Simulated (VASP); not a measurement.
# Ru: electric field gradients, by potentials

Ru, P6_3/mmc (no. 194), 2 atoms in the cell.

| Potentials | Vzz of the first element (V/Å²) | Time (s) |
|---|---|---|
| Ru_pv | -12.72 | 21 |
| Ru | -19.06 | 16 |
| Ru_sv_GW | -12.25 | 35 |
| Ru_sv | -12.57 | 24 |

## Input of the first row

INCAR:
```
SYSTEM = Ru
  GGA = PE
  PREC = Accurate
  ENCUT = 450
  EDIFF = 1E-7
  LREAL = .FALSE.
  LASPH = .TRUE.
  ALGO = Normal
  NELM = 120
  LWAVE = .FALSE.
  LCHARG = .FALSE.
  ISMEAR = 1
  SIGMA = 0.1
  KPAR = 2
  LEFG = .TRUE.
  QUAD_EFG = 457
```

KPOINTS:
```
k-points
0
Gamma
  18 18 10
```

POSCAR:
```
Ru
1.0
    2.7058000000      0.0000000000      0.0000000000
   -1.3529000000      2.3432915376      0.0000000000
    0.0000000000      0.0000000000      4.2819000000
Ru
2
Direct
    0.6666666667      0.3333333333      0.7500000000
    0.3333333333      0.6666666667      0.2500000000
```

Commands:
```
cat potpaw_PBE.64/Ru_pv/POTCAR > POTCAR
mpirun -np 2 vasp_std > vasp.out
```

Changes of the last row against the first:
```
- cat potpaw_PBE.64/Ru_pv/POTCAR > POTCAR
+ cat potpaw_PBE.64/Ru_sv/POTCAR > POTCAR
```

VASP 6.6.1 took 21 s on 2 cores (Intel Xeon Platinum 8488C (Sapphire Rapids)), a shared host.
